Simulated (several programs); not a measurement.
# Many methods on one cell: LiH (wurtzite)

Wurtzite LiH (it has left that coordination), relaxed with r2SCAN in Ansatz, was computed with several methods. It is hexagonal, P6_3/mmc (No. 194); a = 3.256 Å, c = 4.068 Å in the conventional setting, 9.34 Å³ an atom. Li is surrounded by 5 H at 1.88–2.03 Å; H is surrounded by 5 Li at 1.88–2.03 Å. No spin polarisation. The prototype was imposed, so other structures may be more stable.

```cif
data_structure
_symmetry_space_group_name_H-M 'P6_3/mmc'
_symmetry_Int_Tables_number 194
_cell_length_a 3.2558
_cell_length_b 3.2558
_cell_length_c 4.0684
_cell_angle_alpha 90.000
_cell_angle_beta 90.000
_cell_angle_gamma 120.000
_cell_volume 37.35
loop_
_atom_site_label
_atom_site_type_symbol
_atom_site_symmetry_multiplicity
_atom_site_Wyckoff_symbol
_atom_site_fract_x
_atom_site_fract_y
_atom_site_fract_z
_atom_site_occupancy
Li1 Li 2 d 0.33333 0.66667 0.75000 1
H1 H 2 c 0.33333 0.66667 0.25000 1
```

Gaps and times are for a single point on this cell; volume and bulk modulus come from each method's own relaxation or energy curve at fixed shape, which is too stiff where a cell has free coordinates or axes. Times are rough, from shared hosts (Arm Neoverse V1), and each method has its own mesh and cell size. A double dagger marks a value from a curve with shape and coordinates held. PM6 (MOPAC), PM7 (MOPAC), GFN1-xTB (tblite), GFN2-xTB (tblite) treat a cluster of cells at its zone centre, which samples few k points: where these miss a band edge, the gap comes out too large for that reason alone. Gaps from k meshes are read at a limited set of points (mesh, symmetry points, PBE's band edges), so each method's own least gap may be somewhat smaller. xTB and the PM methods were fitted mostly to molecules, and can miss a solid's gap by electronvolts. Minimal bases can be far off for gaps. PBE/DZVP lies far from plane-wave PBE here, an effect of basis or sampling. Times of the plane-wave ladder aren't listed, since it ran on unlike processors and cards. GLLB-SC's gap includes the derivative discontinuity. G0W0 is at finite bands, cutoff and mesh. d marks a direct gap, i an indirect one (no mark: not told apart), a dash a value that wasn't computed or didn't pass its checks.

| method | kind | gap (eV) | own volume (Å³/atom) | bulk modulus (GPa) | atoms computed | processor time |
| --- | --- | --- | --- | --- | --- | --- |
| light PBE (260 eV and a coarse mesh) | light plane-wave | 1.80 i | – | – | 4 | 0.57 s |
| PM6 (MOPAC) | semi-empirical | 11.85 | – | – | cluster | 1.8 s |
| PBE | semilocal | 1.84 i | 9.35 | 30‡ | 4 | – |
| PM7 (MOPAC) | semi-empirical | 10.97 | – | – | cluster | 2 s |
| GFN1-xTB (tblite) | tight binding | 2.71 | – | – | cluster | 3.8 s |
| r2SCAN | semilocal | 2.34 i | 9.34 | 30‡ | 4 | – |
| GLLB-SC (GPAW) | model potential | 4.49 | – | – | 4 | 8.5 s |
| GFN2-xTB (tblite) | tight binding | 6.02 | – | – | cluster | 9.5 s |
| PBE/single zeta (GPAW) | small basis | 4.51 i | – | – | 4 | 18 s |
| PBE/SZV (CP2K) | small basis | 5.09 i | 9.18‡ | 36‡ | 4 | 18 s |
| PBE/DZVP (CP2K) | small basis | 1.30 i | 8.90‡ | 35‡ | 4 | 38 s |
| G0W0@r2SCAN (140 eV screening cutoff) | many-body | 4.14 | – | – | 4 | – |
| G0W0@PBE (210 eV screening cutoff) | many-body | 3.82 | – | – | 4 | – |

Against r2SCAN (2.34 eV) and with closed or daggered gaps left aside, the nearest gap at the points sampled is that of GFN1-xTB (tblite) (+0.37 eV) and the farthest that of PM6 (MOPAC) (+9.51 eV). r2SCAN is only a yardstick of convenience: semilocal gaps usually lie below measured ones, which GLLB-SC and hybrids aim to mend.

Volumes against r2SCAN's: PBE +0.1 %.
